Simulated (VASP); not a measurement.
# KCl (Fm-3m) in VASP: further runs

The runs below take KCl through single point, with PBE.

All numbers are computed with VASP 6.6.1; they aren't measurements. Logs are shortened: lines on timing, memory, paths and dates and some standing lists are left out, and cuts for length are marked.

**Experimental background.**

From a printed reference work, monograph, for a bulk crystal of KCl: band gap 8.68 eV.

The results are compared with them further down.

### Step 1. The cell of the first run

Symmetry: Fm-3m, No. 225, cubic system. The conventional cell has a = 6.312 Å, b = 6.312 Å, c = 6.312 Å, α = 90.00°, β = 90.00°, γ = 90.00°. K (site symmetry m-3m) has 6 Cl at 3.16 Å within 4.2 Å. Cl (site symmetry m-3m) has 6 K at 3.16 Å within 4.2 Å.

### Step 2. Single point, PBE

File INCAR:

```
SYSTEM = KCl
PREC = Accurate
ENCUT = 520
EDIFF = 1E-7
ISMEAR = 0
SIGMA = 0.05
LREAL = .False.
LASPH = .True.
NELM = 60
ALGO = Normal
ISIF = 2
LWAVE = .False.
LCHARG = .False.
GGA = PE
NBANDS = 15
```

File KPOINTS:

```
Automatic mesh
0
Gamma
  6 6 6
  0 0 0
```

File POSCAR:

```
KCl
1.0
    0.0000000000      3.1561000000      3.1561000000
    3.1561000000      0.0000000000      3.1561000000
    3.1561000000      3.1561000000      0.0000000000
K Cl
1 1
Direct
    0.0000000000      0.0000000000      0.0000000000
    0.5000000000      0.5000000000      0.5000000000
```

Potentials or basis: VASP PAW PBE potentials, release 64 (K_sv, Cl).

Started as:

```console
> cat potpaw_PBE.64/K_sv/POTCAR potpaw_PBE.64/Cl/POTCAR > POTCAR
> mpirun -np 1 vasp_std > vasp.out
```

OUTCAR:

```text
SYSTEM = KCl
   PREC = Accurate
   ENCUT = 520
   EDIFF = 1E-7
   ISMEAR = 0
   LREAL = .False.
   LASPH = .True.
   NELM = 60
   ISIF = 2
   GGA = PE

 ion  position               nearest neighbor table
   1  0.000  0.000  0.000-   2 3.16   2 3.16   2 3.16   2 3.16   2 3.16   2 3.16
   2  0.500  0.500  0.500-   1 3.16   1 3.16   1 3.16   1 3.16   1 3.16   1 3.16

  LATTYP: Found a face centered cubic cell.
 ALAT       =     6.3122000000

  Lattice vectors:

 A1 = (   0.0000000000,   3.1561000000,   3.1561000000)
 A2 = (   3.1561000000,   0.0000000000,   3.1561000000)
 A3 = (   3.1561000000,   3.1561000000,   0.0000000000)

Analysis of symmetry for initial positions (statically):
=====================================================================
 Subroutine PRICEL returns:
 Original cell was already a primitive cell.

 Routine SETGRP: Setting up the symmetry group for a
 face centered cubic supercell.

 Subroutine GETGRP returns: Found 48 space group operations
 (whereof 48 operations were pure point group operations)
 out of a pool of 48 trial point group operations.

The static configuration has the point symmetry O_h .

Analysis of symmetry for dynamics (positions and initial velocities):
=====================================================================
 Subroutine PRICEL returns:
 Original cell was already a primitive cell.

 Routine SETGRP: Setting up the symmetry group for a
 face centered cubic supercell.

 Subroutine GETGRP returns: Found 48 space group operations
 (whereof 48 operations were pure point group operations)
 out of a pool of 48 trial point group operations.

The dynamic configuration has the point symmetry O_h .

 Subroutine INISYM returns: Found 48 space group operations
 (whereof 48 operations are pure point group operations),
 and found     1 'primitive' translations

----------------------------------------------------------------------------------------

                                     Primitive cell

  volume of cell :      62.8756

  direct lattice vectors                    reciprocal lattice vectors
     0.000000000  3.156100000  3.156100000    -0.158423371  0.158423371  0.158423371
     3.156100000  0.000000000  3.156100000     0.158423371 -0.158423371  0.158423371
     3.156100000  3.156100000  0.000000000     0.158423371  0.158423371 -0.158423371

  length of vectors
     4.463399424  4.463399424  4.463399424     0.274397327  0.274397327  0.274397327

  position of ions in fractional coordinates (direct lattice)
     0.000000000  0.000000000  0.000000000
     0.500000000  0.500000000  0.500000000

  ion indices of the primitive-cell ions
   primitive index   ion index
                 1           1
                 2           2
[... 77 lines left out ...]
   EFERMI =   0.00;   METHOD = LEGACY
   ISMEAR =     0;   SIGMA  =   0.05  broadening in eV -4-tet -1-fermi 0-gaus
   EFERMI_NEDOS =   21; number of points for ismear=-14 and -15
   IALGO  =     38    algorithm
   IMIX   =      4    mixing-type and parameters
     AMIX     =   0.40;   BMIX     =  1.00
     AMIX_MAG =   1.60;   BMIX_MAG =  1.00
  volume/ion in A,a.u.               =      31.44       212.15
  Fermi-wavevector in a.u.,A,eV,Ry     =   1.037419  1.960437 14.643101  1.076238
  Thomas-Fermi vector in A             =   2.171856
   LORBIT       =      0    0 simple, 1 ext, 2 COOP (PROOUT), +10 PAW based schemes
   GGA     = PE    functional components
   LHFCALC =     F    Hartree Fock is set to
   AEXX    =    0.0000 exact exchange contribution
   IVDW    =     0    specifies the selected vdW correction
   LEPSILON=     F    determine dielectric tensor
   LRPA    =     F    only Hartree local field effects (RPA)
 non-spin polarized calculation
 Gauss-broadening in eV      SIGMA  =   0.05
  energy-cutoff  :      520.00
  volume of cell :       62.88
 maximum number of plane-waves:      1711
 NGX is ok and might be reduce to    36
   NGX = 17   NGY = 17   NGZ = 17

 number of electron      16.0000000 magnetization

 Free energy of the ion-electron system (eV)
  ---------------------------------------------------
  ext. energy  EPLUGINS =         0.00000000
  ---------------------------------------------------
  free energy    TOTEN  =        -6.80651118 eV

  energy without entropy =       -6.80651118  energy(sigma->0) =       -6.80651118

 E-fermi :  -1.5550     XC(G=0):  -7.5016

 val. band max:       -1.8782604271   @ k =   0.0000   0.0000   0.0000
 cond. band min:       3.2771872532   @ k =   0.0000   0.0000   0.0000
 fundamental gap:      5.1554476803
 Fermi energy:        -1.5549868655

 k-point     1 :       0.0000    0.0000    0.0000
  band No.  band energies     occupation
      1     -29.0987      2.00000
      2     -13.9857      2.00000
      3     -12.5593      2.00000
      4     -12.5593      2.00000
      5     -12.5593      2.00000
      6      -1.8783      2.00000
      7      -1.8783      2.00000
      8      -1.8783      2.00000
      9       3.2772      0.00000
     10       6.4971      0.00000
     11       6.4971      0.00000
     12       6.4971      0.00000
     13       7.3686      0.00000
     14       7.3686      0.00000
[... 257 lines left out ...]
      2     -13.9600      2.00000
      3     -12.6751      2.00000
      4     -12.6336      2.00000
      5     -12.5057      2.00000
      6      -2.4444      2.00000
      7      -2.2939      2.00000
      8      -2.2329      2.00000
      9       5.3757      0.00000
     10       7.0213      0.00000
     11       7.1579      0.00000
     12       8.2549      0.00000
     13       9.0393      0.00000
     14       9.7929      0.00000
     15      10.3679      0.00000

------------------------ aborting loop because EDIFF is reached ----------------------------------------

  FORCE on cell =-STRESS in cart. coord.  units (eV):
  Direction    XX          YY          ZZ          XY          YZ          ZX
  --------------------------------------------------------------------------------------
  -------------------------------------------------------------------------------------
  Total        0.2347815      0.2347815      0.2347815     -0.0000000     -0.0000000      0.0000000
  in kB        5.9826296      5.9826296      5.9826296     -0.0000000     -0.0000000      0.0000000
  external PRESSURE =       5.9826296 kB  Pullay stress =       0.0000000 kB

 VOLUME and BASIS-vectors are now :
 -----------------------------------------------------------------------------
  energy-cutoff  :      520.00
  volume of cell :       62.88
      direct lattice vectors                 reciprocal lattice vectors
     0.000000000  3.156100000  3.156100000    -0.158423371  0.158423371  0.158423371
     3.156100000  0.000000000  3.156100000     0.158423371 -0.158423371  0.158423371
     3.156100000  3.156100000  0.000000000     0.158423371  0.158423371 -0.158423371

 POSITION                                       TOTAL-FORCE (eV/Angst)
 -----------------------------------------------------------------------------------
      0.00000      0.00000      0.00000        -0.000000     -0.000000     -0.000000
      3.15610      3.15610      3.15610         0.000000      0.000000      0.000000
 -----------------------------------------------------------------------------------
    total drift:                                0.000000      0.000000      0.000000

  FREE ENERGIE OF THE ION-ELECTRON SYSTEM (eV)
  ---------------------------------------------------
  free  energy   TOTEN  =        -6.8065111786 eV

  energy  without entropy=       -6.8065111786  energy(sigma->0) =       -6.80651118
```

OSZICAR:

```text
N       E                     dE             d eps       ncg     rms          rms(c)
DAV:   1     0.101576731976E+03    0.10158E+03   -0.70620E+03   480   0.956E+02
DAV:   2    -0.104921000940E+01   -0.10263E+03   -0.94485E+02   608   0.240E+02
DAV:   3    -0.688960626228E+01   -0.58404E+01   -0.58063E+01   670   0.508E+01
DAV:   4    -0.709825475073E+01   -0.20865E+00   -0.20859E+00   707   0.828E+00
DAV:   5    -0.710038641780E+01   -0.21317E-02   -0.21316E-02   691   0.845E-01    0.329E+00
DAV:   6    -0.680801111904E+01    0.29238E+00   -0.42478E-01   599   0.326E+00    0.269E+00
DAV:   7    -0.679291426323E+01    0.15097E-01   -0.10326E-01   655   0.181E+00    0.155E+00
DAV:   8    -0.680515757448E+01   -0.12243E-01   -0.16120E-02   622   0.948E-01    0.179E-01
DAV:   9    -0.680591821484E+01   -0.76064E-03   -0.95732E-04   634   0.193E-01    0.969E-02
DAV:  10    -0.680650300233E+01   -0.58479E-03   -0.60993E-04   522   0.155E-01    0.200E-02
DAV:  11    -0.680650760007E+01   -0.45977E-05   -0.21621E-05   652   0.266E-02    0.532E-03
DAV:  12    -0.680651076172E+01   -0.31617E-05   -0.41428E-06   536   0.143E-02    0.493E-03
DAV:  13    -0.680651103341E+01   -0.27169E-06   -0.49656E-07   636   0.376E-03    0.101E-03
DAV:  14    -0.680651117442E+01   -0.14101E-06   -0.11118E-07   513   0.210E-03    0.344E-04
DAV:  15    -0.680651117858E+01   -0.41514E-08   -0.16091E-09   359   0.279E-04
   1 F= -.68065112E+01 E0= -.68065112E+01  d E =-.274502E-21
```

Wall time 35 s (1 thread of Intel Xeon 8259CL, shared host); peak memory 0.2 GiB.

Results:

| Property | Result |
| --- | --- |
| Free energy | -6.8065 eV |
| Pressure | 0.6 GPa |
| Band gap on the k mesh | 5.16 eV, direct |

Levels at points of the mesh, in eV from the valence-band top:
| k point | band 4 | band 5 | band 6 | band 7 | band 8 | band 9 | band 10 | band 11 | band 12 | band 13 |
| --- | --- | --- | --- | --- | --- | --- | --- | --- | --- | --- |
| (0.00, 0.00, 0.00) | -10.68 | -10.68 | 0.00 | 0.00 | 0.00 | 5.16 | 8.38 | 8.38 | 8.38 | 9.25 |
| (0.50, 0.00, 0.00) | -10.69 | -10.45 | -1.04 | -0.32 | -0.32 | 7.57 | 8.57 | 10.50 | 10.50 | 11.38 |
| (0.50, 0.50, 0.00) | -10.73 | -10.73 | -0.65 | -0.22 | -0.22 | 6.54 | 8.31 | 10.02 | 10.22 | 10.59 |

[end of part 1 of 2]
